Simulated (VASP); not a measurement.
# Si2Mo (I4/mmm) in VASP: further runs

The runs below take Si2Mo through single point, relaxation of cell and atoms, with PBE, PBE+D3, PBEsol+ULG.

Program: VASP 6.6.1. These are calculated values, not measurements. Logs are shortened: lines on timing, memory, paths and dates and some standing lists are left out, and cuts for length are marked.

**1. The crystal as given**

It takes space group I4/mmm (No. 139, tetragonal). Conventional cell: a = 3.200 Å, b = 3.200 Å, c = 7.861 Å, α = 90.00°, β = 90.00°, γ = 90.00°. Mo (site symmetry 4/mmm) is surrounded by 10 Si at 2.62 Å. Si (site symmetry 4mm) is surrounded by 5 Si at 2.61 to 2.63 Å and 5 Mo at 2.62 Å.

**2. Single point, PBE**

INCAR reads:

```
ALGO = Normal ; EDIFF = 1E-7
ENCUT = 520 ; GGA = PE
ISIF = 2 ; ISMEAR = 0
LASPH = True ; LCHARG = True
LELF = True ; LREAL = False
LVHAR = True ; LWAVE = False
NELM = 60 ; PREC = Accurate
SIGMA = 0.02
```

KPOINTS reads:

```
k-points
0
Gamma
  12 12 12
```

POSCAR reads:

```
Si2Mo
1.0
   -1.6000000000      1.6000000000      3.9305000000
    1.6000000000     -1.6000000000      3.9305000000
    1.6000000000      1.6000000000     -3.9305000000
Mo Si
1 2
Direct
    0.0000000000      0.0000000000      0.0000000000
    0.6670000000      0.6670000000      0.0000000000
    0.3330000000      0.3330000000      0.0000000000
```

Potentials or basis: VASP PAW PBE potentials, release 64 (Mo_sv, Si).

On the command line:

```console
cat potpaw_PBE.64/Mo_sv/POTCAR potpaw_PBE.64/Si/POTCAR > POTCAR
mpirun -np 1 vasp_std > vasp.out
```

OUTCAR:

```text
EDIFF = 1E-7
   ENCUT = 520
   GGA = PE
   ISIF = 2
   ISMEAR = 0
   LASPH = True
   LREAL = False
   NELM = 60
   PREC = Accurate

 ion  position               nearest neighbor table
   1  0.000  0.000  0.000-   2 2.62   3 2.62   2 2.62   3 2.62   2 2.62   3 2.62   3 2.62   2 2.62
                             2 2.62   3 2.62
   2  0.667  0.667  0.000-   3 2.61   3 2.61   3 2.61   3 2.61   1 2.62   1 2.62   1 2.62   1 2.62
                             1 2.62   3 2.63
   3  0.333  0.333  0.000-   2 2.61   2 2.61   2 2.61   2 2.61   1 2.62   1 2.62   1 2.62   1 2.62
                             1 2.62   2 2.63

  LATTYP: Found a body centered tetragonal cell.
 ALAT       =     3.2000000000
 C/A-ratio  =     2.4565625000

  Lattice vectors:

 A1 = (  -1.6000000000,   1.6000000000,   3.9305000000)
 A2 = (   1.6000000000,  -1.6000000000,   3.9305000000)
 A3 = (   1.6000000000,   1.6000000000,  -3.9305000000)

Analysis of symmetry for initial positions (statically):
=====================================================================
 Subroutine PRICEL returns:
 Original cell was already a primitive cell.

 Routine SETGRP: Setting up the symmetry group for a
 body centered tetragonal supercell.

 Subroutine GETGRP returns: Found 16 space group operations
 (whereof 16 operations were pure point group operations)
 out of a pool of 16 trial point group operations.

The static configuration has the point symmetry D_4h.

Analysis of symmetry for dynamics (positions and initial velocities):
=====================================================================
 Subroutine PRICEL returns:
 Original cell was already a primitive cell.

 Routine SETGRP: Setting up the symmetry group for a
 body centered tetragonal supercell.

 Subroutine GETGRP returns: Found 16 space group operations
 (whereof 16 operations were pure point group operations)
 out of a pool of 16 trial point group operations.

The dynamic configuration has the point symmetry D_4h.

 Subroutine INISYM returns: Found 16 space group operations
 (whereof 16 operations are pure point group operations),
 and found     1 'primitive' translations

----------------------------------------------------------------------------------------

                                     Primitive cell

  volume of cell :      40.2483

  direct lattice vectors                    reciprocal lattice vectors
    -1.600000000  1.600000000  3.930500000     0.000000000  0.312500000  0.127210279
     1.600000000 -1.600000000  3.930500000     0.312500000  0.000000000  0.127210279
     1.600000000  1.600000000 -3.930500000     0.312500000  0.312500000  0.000000000

  length of vectors
     4.535287229  4.535287229  4.535287229     0.337399918  0.337399918  0.441941738

  position of ions in fractional coordinates (direct lattice)
     0.000000000  0.000000000  0.000000000
     0.667000000  0.667000000  0.000000000
     0.333000000  0.333000000  0.000000000

  ion indices of the primitive-cell ions
   primitive index   ion index
                 1           1
                 2           2
                 3           3

----------------------------------------------------------------------------------------

 KPOINTS: k-points

Automatic generation of k-mesh.
 Grid dimensions read from file:
 generate k-points for:   12   12   12

 Generating k-lattice:

  Cartesian coordinates                     Fractional coordinates (reciprocal lattice)
     0.000000000  0.026041667  0.010600857     0.083333333  0.000000000 -0.000000000
     0.026041667  0.000000000  0.010600857     0.000000000  0.083333333 -0.000000000
     0.026041667  0.026041667  0.000000000     0.000000000  0.000000000  0.083333333

  Length of vectors
     0.028116660  0.028116660  0.036828478

  Shift w.r.t. Gamma in fractional coordinates (k-lattice)
     0.000000000  0.000000000  0.000000000

 Subroutine IBZKPT returns following result:
 ===========================================

 Found    163 irreducible k-points:

 Following reciprocal coordinates:
            Coordinates               Weight
  0.000000  0.000000  0.000000      1.000000
  0.083333 -0.000000  0.000000      8.000000
  0.166667 -0.000000  0.000000      8.000000
  0.250000 -0.000000  0.000000      8.000000
  0.333333 -0.000000  0.000000      8.000000
  0.416667  0.000000  0.000000      8.000000
[... 42 lines left out ...]
 -0.083333  0.083333  0.083333      4.000000
  0.166667  0.166667  0.083333      8.000000
 [... further k-points ...]
   k-points           NKPTS =    163   k-points in BZ     NKDIM =    163   number of bands    NBANDS=     15
   number of dos      NEDOS =    301   number of ions     NIONS =      3
   total plane-waves  NPLWV =  46656
   dimension x,y,z NGX =    36 NGY =   36 NGZ =   36
   dimension x,y,z NGXF=    72 NGYF=   72 NGZF=   72
   ions per type =               1   2
   NGX,Y,Z   is equivalent  to a cutoff of  13.20, 13.20, 13.20 a.u.
   NGXF,Y,Z  is equivalent  to a cutoff of  26.39, 26.39, 26.39 a.u.
 SYSTEM =  unknown system
   PREC   = accura    normal or accurate (medium, high low for compatibility)
   ISTART =      0    job   : 0-new  1-cont  2-samecut
   ICHARG =      2    charge: 1-file 2-atom 10-const
   ISPIN  =      1    spin polarized calculation?
   LNONCOLLINEAR =      F non collinear calculations
   LSORBIT =      F    spin-orbit coupling
   LASPH  =      T    aspherical Exc in radial PAW
   ENCUT  =  520.0 eV  38.22 Ry    6.18 a.u.   8.43  8.43  8.43*2*pi/ulx,y,z
   NELM   =     60;   NELMIN=  2; NELMDL= -5     # of ELM steps
   EDIFF  = 0.1E-06   stopping-criterion for ELM
   LREAL  =      F    real-space projection
   EDIFFG = 0.1E-05   stopping-criterion for IOM
   NSW    =      0    number of steps for IOM
   IBRION =     -1    ionic relax: 0-MD 1-quasi-New 2-CG
   NFREE  =      0    steps in history (QN), initial steepest desc. (CG)
   ISIF   =      2    stress and relaxation
   ISYM   =      2    0-nonsym 1-usesym 2-fastsym
   POTIM  = 0.5000    time-step for ionic-motion
   TEBEG  =    0.0;   TEEND  =   0.0 temperature during run
   PSTRESS=    0.0 pullay stress
   NELECT =      22.0000    total number of electrons
   NUPDOWN=      -1.0000    fix difference up-down
   EMIN   =  10.00;   EMAX   =-10.00  energy-range for DOS
   EFERMI =   0.00;   METHOD = LEGACY
   ISMEAR =     0;   SIGMA  =   0.02  broadening in eV -4-tet -1-fermi 0-gaus
   EFERMI_NEDOS =   21; number of points for ismear=-14 and -15
   IALGO  =     38    algorithm
   IMIX   =      4    mixing-type and parameters
     AMIX     =   0.40;   BMIX     =  1.00
     AMIX_MAG =   1.60;   BMIX_MAG =  1.00
  volume/ion in A,a.u.               =      13.42        90.54
  Fermi-wavevector in a.u.,A,eV,Ry     =   1.338546  2.529484 24.377614  1.791704
  Thomas-Fermi vector in A             =   2.467007
   LORBIT       =      0    0 simple, 1 ext, 2 COOP (PROOUT), +10 PAW based schemes
   GGA     = PE    functional components
   LHFCALC =     F    Hartree Fock is set to
   AEXX    =    0.0000 exact exchange contribution
   IVDW    =     0    specifies the selected vdW correction
   LEPSILON=     F    determine dielectric tensor
   LRPA    =     F    only Hartree local field effects (RPA)
 non-spin polarized calculation
 Gauss-broadening in eV      SIGMA  =   0.02
  energy-cutoff  :      520.00
  volume of cell :       40.25
 maximum number of plane-waves:      1112
 NGX is ok and might be reduce to    36

 number of electron      22.0000000 magnetization

 Free energy of the ion-electron system (eV)
  ---------------------------------------------------
  ext. energy  EPLUGINS =         0.00000000
  ---------------------------------------------------
  free energy    TOTEN  =       -23.25220580 eV

  energy without entropy =      -23.25208964  energy(sigma->0) =      -23.25214772

 E-fermi :  12.3141     XC(G=0): -12.4280

 val. band max:       12.2039902322   @ k =  -0.3333  -0.4167   0.3333
 cond. band min:      12.3159191614   @ k =   0.0833  -0.0000   0.0000
 fundamental gap:      0.1119289292
 Fermi energy:        12.3140979192

 k-point     1 :       0.0000    0.0000    0.0000
  band No.  band energies     occupation
      1     -48.4677      2.00000
      2     -22.6302      2.00000
      3     -22.5333      2.00000
      4     -22.5333      2.00000
      5      -1.1899      2.00000
      6       5.9293      2.00000
      7       8.8030      2.00000
      8       9.2516      2.00000
      9       9.6114      2.00000
     10       9.6114      2.00000
     11      12.6806      0.00000
     12      15.3452      0.00000
     13      15.3806      0.00000
     14      15.9051      0.00000
     15      15.9051      0.00000

 k-point     2 :       0.0833   -0.0000    0.0000
  band No.  band energies     occupation
      1     -48.4665      2.00000
      2     -22.6289      2.00000
      3     -22.5507      2.00000
      4     -22.5317      2.00000
      5      -1.0640      2.00000
      6       5.9348      2.00000
      7       8.3802      2.00000
      8       9.2612      2.00000
      9       9.6957      2.00000
     10       9.8189      2.00000
     11      12.3159      0.89753
     12      14.8601      0.00000
     13      15.2967      0.00000
     14      15.6877      0.00000
     15      16.2467      0.00000

 k-point     3 :       0.1667   -0.0000    0.0000
  band No.  band energies     occupation
      1     -48.4631      2.00000
      2     -22.6254      2.00000
      3     -22.5980      2.00000
      4     -22.5273      2.00000
      5      -0.6928      2.00000
      6       5.8842      2.00000
      7       7.6806      2.00000
      8       9.2071      2.00000
      9       9.9344      2.00000
     10      10.0259      2.00000
     11      11.6158      2.00000
     12      14.1921      0.00000
     13      14.6180      0.00000
     14      16.2896      0.00000
     15      16.5152      0.00000
[... 631 lines left out ...]
 k-point    39 :      -0.3333    0.3333    0.0000
  band No.  band energies     occupation
      1     -48.4406      2.00000
      2     -22.7030      2.00000
      3     -22.6941      2.00000
      4     -22.5937      2.00000
      5       1.7789      2.00000
      6       6.1934      2.00000
      7       6.3412      2.00000
      8       6.8891      2.00000
      9       9.5299      2.00000
     10       9.9500      2.00000
     11      10.3694      2.00000
     12      14.7577      0.00000
     13      15.5053      0.00000
     14      15.5718      0.00000
     15      15.6983      0.00000

 k-point    40 :       0.4167    0.4167    0.0000
  band No.  band energies     occupation
      1     -48.4340      2.00000
      2     -22.7360      2.00000
      3     -22.7352      2.00000
      4     -22.5869      2.00000
      5       3.3493      2.00000
      6       4.4125      2.00000
      7       6.5812      2.00000
      8       7.5829      2.00000
      9       8.7669      2.00000
     10       9.4655      2.00000
     11      10.4601      2.00000
     12      13.5657      0.00000
     13      14.0708      0.00000
     14      15.3924      0.00000
     15      16.8197      0.00000

 [... further k-points ...]
[... 5 lines left out ...]
  --------------------------------------------------------------------------------------
  -------------------------------------------------------------------------------------
  Total        0.6981377      0.6981377      0.4073373      0.0000000      0.0000000      0.0000000
  in kB       27.7909831     27.7909831     16.2150038      0.0000000      0.0000000      0.0000000
  external PRESSURE =      23.9323233 kB  Pullay stress =       0.0000000 kB

 VOLUME and BASIS-vectors are now :
 -----------------------------------------------------------------------------
  energy-cutoff  :      520.00
  volume of cell :       40.25
      direct lattice vectors                 reciprocal lattice vectors
    -1.600000000  1.600000000  3.930500000     0.000000000  0.312500000  0.127210279
     1.600000000 -1.600000000  3.930500000     0.312500000  0.000000000  0.127210279
     1.600000000  1.600000000 -3.930500000     0.312500000  0.312500000  0.000000000

 POSITION                                       TOTAL-FORCE (eV/Angst)
 -----------------------------------------------------------------------------------
      0.00000      0.00000      0.00000        -0.000000     -0.000000     -0.000000
      0.00000      0.00000      5.24329        -0.000000     -0.000000     -0.271529
      0.00000      0.00000      2.61771         0.000000      0.000000      0.271529
 -----------------------------------------------------------------------------------
    total drift:                                0.000000      0.000000     -0.000000

  FREE ENERGIE OF THE ION-ELECTRON SYSTEM (eV)
  ---------------------------------------------------
  free  energy   TOTEN  =       -23.2522058026 eV

  energy  without entropy=      -23.2520896358  energy(sigma->0) =      -23.25214772
```

It took 2.4 min on 1 thread of Intel Xeon Platinum 8488C (Sapphire Rapids), shared host; peak memory 0.26 GiB.

What came out:

| Quantity | Value |
| --- | --- |
| Free energy | -23.2522 eV |
| Pressure | 2.4 GPa |
| Largest force | 0.272 eV/Å |
| Band gap on the k mesh | none (metal or under the smearing width) |

Forces in eV/Å, atoms in the order of the input:
```
Mo   0.000  0.000  0.000
Si   0.000  0.000 -0.272
Si   0.000  0.000  0.272
```

**3. Single point, PBE**

run.py reads:

```python
from ase.calculators.vasp import Vasp
from ase.dft.bandgap import bandgap
from ase.io import read

atoms = read('Si2Mo.cif')
calc = Vasp(
    directory='calc',
    xc='pbe',
    pp='PBE',
    setups='recommended',
    prec='Accurate',
    encut=520,
    ediff=1e-06,
    ismear=0,
    sigma=0.02,
    lreal=False,
    lasph=True,
    nelm=100,
    algo='Normal',
    isif=2,
    lwave=False,
    lcharg=True,
    lelf=True,
    lvhar=True,
    kpts=[12, 12, 12],
    gamma=True,
)
atoms.calc = calc

print('energy (eV):', atoms.get_potential_energy())
print('free energy (eV):', atoms.get_potential_energy(force_consistent=True))
print('forces (eV/A):')
print(atoms.get_forces())
print('stress (eV/A^3, Voigt):', atoms.get_stress())
print('Fermi level (eV):', calc.get_fermi_level())
gap, top, bottom = bandgap(calc)
print('band gap (eV):', gap, 'from (spin, k, band)', top, 'to', bottom)
```

Si2Mo.cif reads:

```cif
data_Si2Mo
_cell_length_a 4.53528723
_cell_length_b 4.53528723
_cell_length_c 4.53528723
_cell_angle_alpha 138.68398904
_cell_angle_beta 138.68398904
_cell_angle_gamma 59.85703600
_space_group_name_H-M_alt 'P1'
_space_group_name_Hall 'P 1'
_space_group_IT_number 1
loop_
_space_group_symop_operation_xyz
'x,y,z'
loop_
_atom_site_label
_atom_site_type_symbol
_atom_site_symmetry_multiplicity
_atom_site_Wyckoff_symbol
_atom_site_fract_x
_atom_site_fract_y
_atom_site_fract_z
_atom_site_occupancy
Mo1 Mo 1 a 0.0000000000 0.0000000000 0.0000000000 1
Si1 Si 1 a 0.6670000000 0.6670000000 0.0000000000 1
Si2 Si 1 a 0.3330000000 0.3330000000 0.0000000000 1
```

Potentials or basis: VASP PAW PBE potentials, release 64 (Mo_sv, Si).

On the command line:

```console
python run.py
```

It took 2.3 min on 1 thread of Intel Xeon Platinum 8488C (Sapphire Rapids), shared host; peak memory 0.26 GiB.

It converged, with:

| Quantity | Value |
| --- | --- |
| Free energy | -23.2522 eV |
| Pressure | 2.4 GPa |
| Largest force | 0.272 eV/Å |
| Band gap on the k mesh | none (metal or under the smearing width) |

Forces in eV/Å, atoms in the order of the input:
```
Mo   0.000  0.000  0.000
Si  -0.235 -0.135  0.000
Si   0.235  0.135  0.000
```

Stress tensor (GPa, compression positive):
```
 1.92 -0.50  0.00
-0.50  2.51  0.00
 0.00  0.00  2.79
```

Levels at points of the mesh, in eV from the Fermi level:
| k point | band 8 | band 9 | band 10 | band 11 | band 12 | band 13 | band 14 | band 15 |
| --- | --- | --- | --- | --- | --- | --- | --- | --- |
| (0.00, 0.00, 0.00) | -3.06 | -2.70 | -2.70 | 0.37 | 3.03 | 3.07 | 3.59 | 3.59 |
| (0.50, 0.00, 0.00) | -4.52 | -2.66 | -2.55 | -0.56 | 2.22 | 2.97 | 3.98 | 4.21 |
| (0.50, 0.50, 0.00) | -5.32 | -4.54 | -3.11 | -1.18 | 2.28 | 2.67 | 2.96 | 3.20 |
| (0.50, 0.50, 0.50) | -2.33 | -0.63 | -0.63 | -0.57 | -0.57 | 0.50 | 4.57 | 5.11 |

**4. Single point, PBE+D3 (volume scaled by 1.15)**

Changes to run.py since step 3:

```diff
@@ -2,5 +2,12 @@
 from ase.dft.bandgap import bandgap
-from ase.io import read
+from ase.spacegroup import crystal
 
-atoms = read('Si2Mo.cif')
+atoms = crystal(
+    ['Mo', 'Si'],
+    basis=[[0.0, 0.0, 0.0], [0.5, 0.5, 0.167]],
+    spacegroup=139,
+    setting=1,
+    cellpar=[3.35260657, 3.35260657, 8.23588758, 90.0, 90.0, 90.0],
+    primitive_cell=True,
+)
 calc = Vasp(
@@ -10,10 +17,10 @@
     setups='recommended',
-    prec='Accurate',
+    prec='Normal',
     encut=520,
-    ediff=1e-06,
-    ismear=0,
-    sigma=0.02,
+    ediff=1e-07,
+    ismear=-5,
+    sigma=0.3,
     lreal=False,
     lasph=True,
-    nelm=100,
+    nelm=60,
     algo='Normal',
@@ -22,2 +29,3 @@
     lcharg=True,
+    ivdw=11,
     lelf=True,
@@ -26,2 +34,4 @@
     gamma=True,
+    nbands=18,
+    nelect=23.0,
 )
```

On the command line:

```console
python run.py
```

Run time: 1.7 min. Hardware: 1 thread of Intel Xeon Platinum 8488C (Sapphire Rapids), shared host; peak memory 0.27 GiB.

The run converged, but some of its settings lie outside the range that counts as converged (typed here: ISMEAR = -5; SIGMA = 0.3; PREC = Normal; NELECT = 23.000000), so its numbers aren't taken as properties of the crystal.

Results:

| Quantity | Value |
| --- | --- |
| Free energy | -12.8558 eV |
| Largest force | 0.006 eV/Å |
| Band gap on the k mesh | none (metal or under the smearing width) |
| Dispersion energy per atom | -0.301 eV |

Caveat: the cell is charged against a uniform background, so pressure and absolute levels hang on convention; pairwise dispersion overbinds metals, which lowers pressure and volume.

(Continued in part 2 of 2.)
